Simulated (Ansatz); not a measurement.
# ZnSe (Stilleite): the cost of one run

Code: Ansatz 0.2.0. PAW datasets, plane waves. The values are computed, spin-unpolarised, and not measurements.

### 1 The system as given

The unstrained cell was relaxed with r2SCAN; in each strained cell the atoms were relaxed again with r2SCAN. Names of k-points are those of the unstrained zone, where strain can split equivalent points. First state: +2.4 % strain along x alone.

Space group I-4m2 (No. 119), tetragonal; a = 4.006 Å, c = 5.799 Å in the conventional setting, 23.26 Å³ an atom. Zn has 4 Se at 2.47 Å; Se has 4 Zn at 2.47 Å.

As a file:

```
CELL_PARAMETERS angstrom
0.00000 2.83242 2.83242
2.89927 0.00000 2.83242
2.89927 2.83242 0.00000
ATOMIC_POSITIONS crystal
Zn 0.00000 0.00000 0.00000
Se 0.25000 0.25000 0.25000
```

### 2 +2.4 % strain along x alone: PBE

input.yaml reads:

```yaml
crystal:
  lattice:
    - [0.0, 2.8324246775, 2.8324246775]
    - [2.8992698999, 0.0, 2.8324246775]
    - [2.8992698999, 2.8324246775, 0.0]
  atoms:
    - { symbol: Zn, position: [0.0, 0.0, 0.0] }
    - { symbol: Se, position: [0.25, 0.25, 0.25] }
kpoints:
  mp_grid: { grid: [8, 8, 8] }
  band_path:
    path:
      - [0.0, 0.0, 0.0]
      - [-0.5, -0.5, 0.0]
      - [-0.375, -0.375, 0.25]
      - [-0.375, 0.0, 0.375]
      - [0.0, 0.0, 0.5]
      - [-0.5, -0.25, 0.25]
    npoints: 1
hamiltonian:
  xc: pbe
scf:
  occupations: { method: fermi_dirac, width: 0.02 }
  n_extra_bands: 4
output:
  forces: true
  stress: true
  eigenvalues: true
```

Command:

```console
$ ansatz run input.yaml --threads 4 --pin off --max-ram 5529MiB --backend cpu --events-out ev --progress --plain --runs-dir out
```

**Question.** How long does this run take on 4 threads of AMD EPYC 7R43 (Zen 3), shared host, and how much memory does it need?

About 3.1 s, with a peak of 0.44 GiB.
